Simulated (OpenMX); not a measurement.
Crystal: ZnS.

```
CELL_PARAMETERS angstrom
0.00000 2.70200 2.70200
2.70200 0.00000 2.70200
2.70200 2.70200 0.00000
ATOMIC_POSITIONS crystal
Zn 0.75000 0.75000 0.75000
S 0.00000 0.00000 0.00000
```

* Program: OpenMX 3.8.5
* Task: single point
* Functional: PBE
* Potentials or basis: OpenMX 2013 PBE set, Zn6.0H-s3p2d2, S7.0-s2p2d1f1, grid cutoff 500 Ry
* k mesh: 9 × 9 × 9
* Occupations: fermi-dirac, width 0.05 eV
* Spin: no spin polarisation

On this cell: pressure 5.2 GPa; largest force zero by symmetry; band gap on the k mesh 2.36 eV, direct.

The same run follows on a disturbed copy (atoms moved at random, drawn with an rms of 0.05 Å):

```
Zn S
1.0
     0.00000    2.70200    2.70200
     2.70200    0.00000    2.70200
     2.70200    2.70200    0.00000
Zn S
1 1
Cartesian
  4.0301 4.0193 4.0083
  0.0000 -0.0564 0.0076
```

Problem. What changes?

Solution. The energy moves by +6.9 meV/atom; pressure 5.3 GPa; largest force 0.460 eV/Å; band gap on the k mesh 2.31 eV, direct.

Forces in eV/Å, atoms in the order of the input:
```
Zn   0.197 -0.176  0.376
S   -0.177  0.197 -0.356
```

Caveats: the basis of atomic orbitals isn't converged, which shifts pressures, moduli and gaps.

